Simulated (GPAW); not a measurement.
# Hf (P6_3/mmc) in GPAW: convergence with k mesh

Aim: find how far k mesh must go before the results for Hf settle, at AM05. This setting moves, with any that are tied to it; all else stays.

Everything below comes from runs of GPAW 26.7.0. Logs are shortened: lines on timing, memory, paths and dates and some standing lists are left out, and cuts for length are marked. The log counts tension as positive stress, the text compression.

## 1. Starting point

Symmetry: P6_3/mmc, No. 194, hexagonal system. Conventional cell: a = 3.197 Å, b = 3.197 Å, c = 5.058 Å, α = 90.00°, β = 90.00°, γ = 120.00°. Hf (site symmetry -6m2) is surrounded by 12 Hf at 3.13 to 3.20 Å.

## 2. With k mesh 3 × 3 × 2

Contents of run.py:

```python
import json
import numpy as np
from ase.dft.bandgap import bandgap
from ase.io import read, write
from ase.units import GPa
from gpaw import GPAW, PW, setup_paths

setup_paths.insert(0, '.')

atoms = read('POSCAR')

calc = GPAW(mode=PW(450),
            xc='AM05',
            kpts={'size': (3, 3, 2), 'gamma': True},
            occupations={'name': 'fermi-dirac', 'width': 0.05},
            nbands=24,
            convergence={'density': 1e-05, 'energy': 1e-05},
            maxiter=150,
            txt='gpaw.txt')
atoms.calc = calc
energy = atoms.get_potential_energy()
forces = atoms.get_forces()
stress = atoms.get_stress()
calc.write('gs.gpw')
write('result.traj', atoms)
print(f'Energy: {energy:.6f} eV')
print('Forces (eV/A):')
print(forces.round(4))
print('Stress (GPa):', (stress / GPa).round(3))
print('Fermi level:', round(calc.get_fermi_level(), 4), 'eV')
print(f'Gap: {bandgap(calc)[0]:.4f} eV, direct: {bandgap(calc, direct=True)[0]:.4f} eV')

size = (6, 6, 4)
dense = calc.fixed_density(kpts={'size': size, 'gamma': True}, update_fermi_level=True,
                           convergence={'bands': 'CBM+2.0', 'eigenstates': 1e-7}, txt='dense.txt')
ef = dense.get_fermi_level()
index = np.round(dense.get_bz_k_points() * size).astype(int) % size
recip = 2 * np.pi * atoms.cell.reciprocal()
sheets = []
for s, e_kn in enumerate(dense.eigenvalues()):
    for n in range(e_kn.shape[1] - 2):
        if e_kn[:, n].min() < ef < e_kn[:, n].max():
            e = np.empty(size)
            e[tuple(index.T)] = e_kn[dense.get_bz_to_ibz_map(), n] - ef
            de = np.array([(np.roll(e, -1, c) - np.roll(e, 1, c)) * size[c] / 2 for c in range(3)])
            v = np.linalg.norm(np.einsum('vc,cxyz->vxyz', np.linalg.inv(recip), de), axis=0)
            w = np.exp(-(e / 0.1)**2) / (0.1 * np.pi**0.5)
            sheets.append({'spin': s, 'band': n, 'filled': (e < 0).mean(), 'dos': w.mean(), 'bottom': e.min(), 'top': e.max(),
                           'velocity': (w * v).sum() / w.sum() * 1.519267e5, 'slice': e[:, :, 0].round(3).tolist()})
            print(f'spin {s} band {n}: filled share {sheets[-1]["filled"]:.3f}, from {e.min():.3f} to {e.max():.3f} eV,',
                  f'{w.mean():.3f} states/eV, mean velocity {sheets[-1]["velocity"]:.3e} m/s')
print('Fermi level on the dense mesh:', round(ef, 4), 'eV,', len(sheets), 'sheets')
json.dump({'ef': ef, 'sheets': sheets}, open('fermi.json', 'w'))
```

Contents of POSCAR:

```
Hf
1.0
    3.1967000000      0.0000000000      0.0000000000
   -1.5983500000      2.7684234083      0.0000000000
    0.0000000000      0.0000000000      5.0578000000
Hf
2
Direct
    0.6666666667      0.3333333333      0.7500000000
    0.3333333333      0.6666666667      0.2500000000
```

Potentials or basis: PAW data sets generated in the run's folder for this functional, pw.

Launch:

```sh
$ gpaw-setup -f AM05 Hf
$ OMP_NUM_THREADS=1 python run.py
```

It took 12 s on 1 thread of Arm Neoverse V1, shared host; peak memory 0.16 GiB.

Results:

- Free energy: -15.7937 eV
- Pressure: -3.7 GPa
- Band gap on the k mesh: none (metal or under the smearing width)

## 3. With k mesh 4 × 4 × 2

Changes to run.py since step 2:

```diff
@@ -13,3 +13,3 @@
             xc='AM05',
-            kpts={'size': (3, 3, 2), 'gamma': True},
+            kpts={'size': (4, 4, 2), 'gamma': True},
             occupations={'name': 'fermi-dirac', 'width': 0.05},
```

POSCAR is that of step 2.

Potentials or basis: PAW data sets generated in the run's folder for this functional, pw.

Launch:

```sh
$ gpaw-setup -f AM05 Hf
$ OMP_NUM_THREADS=1 python run.py
```

Run time: 13 s. Hardware: 1 thread of Arm Neoverse V1, shared host; peak memory 0.16 GiB.

What came out:

```
Free energy            : -15.6749 eV
Pressure               : -3.7 GPa
Band gap on the k mesh : none (metal or under the smearing width)
```

## 4. With k mesh 5 × 5 × 3

Changes to run.py since step 3:

```diff
@@ -13,3 +13,3 @@
             xc='AM05',
-            kpts={'size': (4, 4, 2), 'gamma': True},
+            kpts={'size': (5, 5, 3), 'gamma': True},
             occupations={'name': 'fermi-dirac', 'width': 0.05},
@@ -32,3 +32,3 @@
 
-size = (6, 6, 4)
+size = (8, 8, 6)
 dense = calc.fixed_density(kpts={'size': size, 'gamma': True}, update_fermi_level=True,
```

POSCAR is that of step 3.

Launch:

```sh
$ gpaw-setup -f AM05 Hf
$ OMP_NUM_THREADS=1 python run.py
```

Wall time 18 s (1 thread of Arm Neoverse V1, shared host); peak memory 0.17 GiB.

Results (log left out):

```
Free energy            : -15.7439 eV
Pressure               : -3.9 GPa
Band gap on the k mesh : none (metal or under the smearing width)
```

## 5. With k mesh 6 × 6 × 3

Changes to run.py since step 4:

```diff
@@ -13,3 +13,3 @@
             xc='AM05',
-            kpts={'size': (5, 5, 3), 'gamma': True},
+            kpts={'size': (6, 6, 3), 'gamma': True},
             occupations={'name': 'fermi-dirac', 'width': 0.05},
@@ -32,3 +32,3 @@
 
-size = (8, 8, 6)
+size = (10, 10, 6)
 dense = calc.fixed_density(kpts={'size': size, 'gamma': True}, update_fermi_level=True,
```

POSCAR is that of step 4.

Launch:

```sh
$ gpaw-setup -f AM05 Hf
$ OMP_NUM_THREADS=1 python run.py
```

Wall time 23 s (1 thread of Arm Neoverse V1, shared host); peak memory 0.19 GiB.

It converged, with:

| Quantity | Value |
| --- | --- |
| Free energy | -15.6935 eV |
| Pressure | -2.7 GPa |
| Band gap on the k mesh | none (metal or under the smearing width) |

## 6. With k mesh 7 × 7 × 4

Changes to run.py since step 5:

```diff
@@ -13,3 +13,3 @@
             xc='AM05',
-            kpts={'size': (6, 6, 3), 'gamma': True},
+            kpts={'size': (7, 7, 4), 'gamma': True},
             occupations={'name': 'fermi-dirac', 'width': 0.05},
@@ -32,3 +32,3 @@
 
-size = (10, 10, 6)
+size = (12, 12, 6)
 dense = calc.fixed_density(kpts={'size': size, 'gamma': True}, update_fermi_level=True,
```

POSCAR is that of step 5.

Potentials or basis: PAW data sets generated in the run's folder for this functional, pw.

Launch:

```sh
$ gpaw-setup -f AM05 Hf
$ OMP_NUM_THREADS=1 python run.py
```

Wall time 32 s (1 thread of Arm Neoverse V1, shared host); peak memory 0.21 GiB.

The run converged. Its results:

| Property | Result |
| --- | --- |
| Free energy | -15.7396 eV |
| Pressure | -3.1 GPa |
| Band gap on the k mesh | none (metal or under the smearing width) |

## 7. With k mesh 9 × 9 × 5

Changes to run.py since step 6:

```diff
@@ -13,3 +13,3 @@
             xc='AM05',
-            kpts={'size': (7, 7, 4), 'gamma': True},
+            kpts={'size': (9, 9, 5), 'gamma': True},
             occupations={'name': 'fermi-dirac', 'width': 0.05},
@@ -32,3 +32,3 @@
 
-size = (12, 12, 6)
+size = (14, 14, 8)
 dense = calc.fixed_density(kpts={'size': size, 'gamma': True}, update_fermi_level=True,
```

POSCAR is that of step 6.

Launch:

```sh
$ gpaw-setup -f AM05 Hf
$ OMP_NUM_THREADS=1 python run.py
```

It took 49 s on 1 thread of Arm Neoverse V1, shared host; peak memory 0.26 GiB.

It converged, with:

```yaml
Free_energy: -15.7440 eV
Pressure: -3.4 GPa
Band_gap_on_the_k_mesh: none (metal or under the smearing width)
```

## 8. With k mesh 10 × 10 × 6

Changes to run.py since step 7:

```diff
@@ -13,3 +13,3 @@
             xc='AM05',
-            kpts={'size': (9, 9, 5), 'gamma': True},
+            kpts={'size': (10, 10, 6), 'gamma': True},
             occupations={'name': 'fermi-dirac', 'width': 0.05},
@@ -32,3 +32,3 @@
 
-size = (14, 14, 8)
+size = (16, 16, 10)
 dense = calc.fixed_density(kpts={'size': size, 'gamma': True}, update_fermi_level=True,
```

POSCAR is that of step 7.

Potentials or basis: PAW data sets generated in the run's folder for this functional, pw.

Launch:

```sh
$ gpaw-setup -f AM05 Hf
$ OMP_NUM_THREADS=1 python run.py
```

gpaw.txt:

```text
__  _  _
 | _ |_)|_||  |
 |__||  | ||/\| - 26.7.0

Input parameters:
  mode=PW(ecut=450.00000000000006),
  convergence={'density': 1e-05, 'energy': 1e-05},
  kpts=MonkhorstPack(size=(10, 10, 6), gamma=True),
  maxiter=150,
  nbands=24,
  occupations=Occupations(name='fermi-dirac', width=0.05),
  xc=XC(name='AM05')

Diagonalizing LCAO Hamiltonian
Converting LCAO to pw mode

           Hf

        Hf

Atoms  # Å, Bohr magnetons
|   | symbol |         x |        y |        z |    initial magnetic moments |
|---|--------|-----------|----------|----------|-----------------------------|
| 0 |     Hf |  1.598350 | 0.922808 | 3.793350 | ( 0.0000,  0.0000,  0.0000) |
| 1 |     Hf | -0.000000 | 1.845616 | 1.264450 | ( 0.0000,  0.0000,  0.0000) |

Unit cell  # Å
| periodic |         x |        y |        z |  lengths |     angles |
|----------|-----------|----------|----------|----------|------------|
|      yes |  3.196700 | 0.000000 | 0.000000 | 3.196700 |  90.000000 |
|      yes | -1.598350 | 2.768423 | 0.000000 | 3.196700 |  90.000000 |
|      yes |  0.000000 | 0.000000 | 5.057800 | 5.057800 | 120.000000 |

Number of symmetries: 12
Symmetry operations  # r_c * U_cc + t_c -> r_c
|    | kind |            matrix            |
|----|------|------------------------------|
|  0 |  σ   |  1, 1, 0,  0,-1, 0,  0, 0, 1 |
|  1 |  S6  |  1, 1, 0, -1, 0, 0,  0, 0,-1 |
|  2 |  E   |  1, 0, 0,  0, 1, 0,  0, 0, 1 |
|  3 |  C2  |  1, 0, 0, -1,-1, 0,  0, 0,-1 |
|  4 |  C2  |  0, 1, 0,  1, 0, 0,  0, 0,-1 |
|  5 |  C3  |  0, 1, 0, -1,-1, 0,  0, 0, 1 |
|  6 |  S6  |  0,-1, 0,  1, 1, 0,  0, 0,-1 |
|  7 |  σ   |  0,-1, 0, -1, 0, 0,  0, 0, 1 |
|  8 |  σ   | -1, 0, 0,  1, 1, 0,  0, 0, 1 |
|  9 |  i   | -1, 0, 0,  0,-1, 0,  0, 0,-1 |
| 10 |  C3  | -1,-1, 0,  1, 0, 0,  0, 0, 1 |
| 11 |  C2  | -1,-1, 0,  0, 1, 0,  0, 0,-1 |

BZ-sampling:
  Number of BZ points: 600
  Number of IBZ points: 72

  Monkhorst-Pack size: [10, 10, 6]
  Monkhorst-Pack shift: [0.05, 0.05, 0.08333333333333333]

K-points  # in reciprocal-cell coordinates
|     |                                coordinates |     weight |
|-----|--------------------------------------------|------------|
|   0 | (  0.00000000,   0.00000000,   0.00000000) | 0.00166667 |
|   1 | (  0.00000000,   0.00000000,   0.16666667) | 0.00333333 |
|   2 | (  0.00000000,   0.00000000,   0.33333333) | 0.00333333 |
|   3 | (  0.00000000,   0.00000000,   0.50000000) | 0.00166667 |
|   4 | (  0.10000000,   0.00000000,  -0.33333333) | 0.01000000 |
|   5 | (  0.10000000,   0.00000000,  -0.16666667) | 0.01000000 |
|   6 | (  0.10000000,   0.00000000,   0.00000000) | 0.01000000 |
|   7 | (  0.10000000,   0.00000000,   0.16666667) | 0.01000000 |
|   8 | (  0.10000000,   0.00000000,   0.33333333) | 0.01000000 |
|   9 | (  0.10000000,   0.00000000,   0.50000000) | 0.01000000 |
| ... |                                            |            |
|  71 | (  0.50000000,   0.50000000,   0.50000000) | 0.00500000 |

Plane wave coefficients: 1014
Cutoff: 450.00000000000006 eV

Spin-components: 1 (collinear spins)
Bands:           24
Projectors:      12
Spin-degeneracy: 2
Datatype:        complex128

Parallelization:
  kpt:    1
  domain: 1
  band:   1

Density:
  Valence electrons: 24.0
  Components: 1
  Grid points: [16 16 25]
  Charge: 0.0  # |e|

Potential:
  Grid points: [16 16 25]

species:
  Hf:
    name:    Hafnium
    Z:       72.0
    valence: 12
    core:    60
    charge:  0.0  # [|e|]
    compensation charges:
      type: gauss
      rc: 0.41  # [Å]
      lmax: 2
    cutoffs:
      filter: 2.36  # [Å]
      core: 4.02  # [Å]
    projectors
    | kind |    occ | energy [eV] | rcut [Å] |
    |------|--------|-------------|----------|
    |   5s |  2.000 |     -66.868 |    1.397 |
    |   6s |  2.000 |      -5.050 |    1.397 |
    |   5p |  6.000 |     -35.616 |    1.307 |
    |   6p |  0.000 |      -1.329 |    1.307 |
    |   5d |  2.000 |      -2.680 |    1.334 |
    |    d |        |      24.531 |    1.334 |

    Using partial waves for Hf as LCAO basis

Reference energy: -819301.188471  # eV

eigensolver:
  PPCG
  Converge bands: occupied
  niter=2

density mixing:
  MSR1-Mixer
  Pratt-step length: 0.05
  Maximum mixing coefficient: 0.75
  Old densities: 10
  SVD Regularization: 0.005
  Good broyden scale: 1.0
  Trust region scale: 1.0
  Backstep threshold: 4.0
  History deletion threshold: 6.0
  Fourier metric: weight=20.0, sigma=0.015

occupation numbers:
  Fermi-Dirac:
    width: 0.0500  # eV

poisson solver:
  ecut: 3600.0000000000005  # eV

xc functional:
  name: AM05 with 2 nearest neighbor stencil

convergence criteria:
- Maximum integral of absolute [dens]ity change: 1e-05 electrons / valence electron
- Maximum [total energy] change in last 3 cyles: 1e-05 eV / valence electron
- Maximum integral of absolute [eigenst]ate change: 4e-08 eV^2 / valence electron
maximum number of iterations: 150

SCF iterations
|iter     | |      energy | eigst |  dens |
|---------|-|-------------|-------|-------|
|iter:   1| |  -16.007083 | -0.18 |       |
|iter:   2| |  -15.964099 | -2.83 | -1.25 |
|iter:   3| |  -15.724531 | -1.62 | -1.28 |
|iter:   4| |  -15.729229 | -3.00 | -1.91 |
|iter:   5| |  -15.730829 | -4.29 | -2.37 |
|iter:   6| |  -15.730846 | -5.89 | -3.49 |
|iter:   7| |  -15.730847c| -6.67 | -3.94 |
|iter:   8| |  -15.730847c| -7.34 | -4.19 |
|iter:   9| |  -15.730847c| -7.84c| -4.95 |
|iter:  10| |  -15.730847c| -8.78c| -6.04c|

Converged in 10 steps
Energy contributions relative to reference atoms: (reference = -819301.188471)

Energy contributions:
  Kinetic:          10.851391
  Coulomb:         -10.708943
  Zero:             -0.992131
  External:          0.000000
  Xc:              -14.873791
  Entropy:          -0.014747
  Spinorbit:         0.000000
  ----------------------------
  Free energy:     -15.738220
  Extrapolated:    -15.730847

dipole moment: (-0.000013, -0.000023, -0.000042)  # |e|*Ang

Fermi level: 9.791
Eigenvalues  # (at kpt = [0.000, 0.000, 0.000])
| band index |      eig [eV] | occ [0-2] |
|------------|---------------|-----------|
|          0 |       -51.990 |     2.000 |
|        ... |               |           |
|          2 |       -21.288 |     2.000 |
|          3 |       -20.552 |     2.000 |
|          4 |       -20.552 |     2.000 |
|          5 |       -20.428 |     2.000 |
|          6 |       -20.425 |     2.000 |
|          7 |       -20.425 |     2.000 |
[... 8 lines left out ...]
|         16 |        12.445 |     0.000 |
|         17 |        12.445 |     0.000 |
|        ... |               |           |
|         23 |        24.527 |     0.000 |

No gap
No difference between direct/indirect transitions

Forces  # eV/Ang
|        x |       y |        z |
|----------|---------|----------|
| -0.00000 | 0.00000 | -0.00002 |  # Hf   0
|  0.00000 | 0.00000 |  0.00002 |  # Hf   1

Stress tensor  # eV/Ang^3
|         x |         y |         z |
|-----------|-----------|-----------|
|  0.019683 | -0.000000 |  0.000000 |
| -0.000000 |  0.019683 | -0.000000 |
|  0.000000 | -0.000000 |  0.021366 |

# Writing to gs.gpw (mode='')
```

It took 71 s on 1 thread of Arm Neoverse V1, shared host; peak memory 0.33 GiB.

Results:

| Item | Value |
| --- | --- |
| Free energy | -15.7382 eV |
| Pressure | -3.2 GPa |
| Band gap on the k mesh | none (metal or under the smearing width) |

## 9. The series at a glance

| k mesh | energy less the tightest run, at zero smearing (meV/atom) | pressure (GPa) | SCF cycles | CPU time (s) | peak memory (GiB) |
| --- | --- | --- | --- | --- | --- |
| 3 × 3 × 2 | -30.07 | -3.66 | 10 | 12 | 0.16 |
| 4 × 4 × 2 | 34.02 | -3.72 | 10 | 13 | 0.16 |
| 5 × 5 × 3 | -1.10 | -3.87 | 10 | 18 | 0.17 |
| 6 × 6 × 3 | 24.59 | -2.67 | 10 | 23 | 0.19 |
| 7 × 7 × 4 | -1.30 | -3.09 | 10 | 32 | 0.21 |
| 9 × 9 × 5 | -3.94 | -3.45 | 10 | 49 | 0.26 |
| 10 × 10 × 6 | 0.00 | -3.24 | 10 | 71 | 0.33 |

Not settled before the last step: the energy (to 1 meV/atom), the pressure (to 0.1 GPa). Meshes of other sizes hit other points, so gaps and Fermi surfaces needn't settle smoothly. The tightest run that finished is the yardstick and may itself not be fully converged.

Caveats: the cutoff is short for stress and forces, so pressures can be off by a GPa or more.
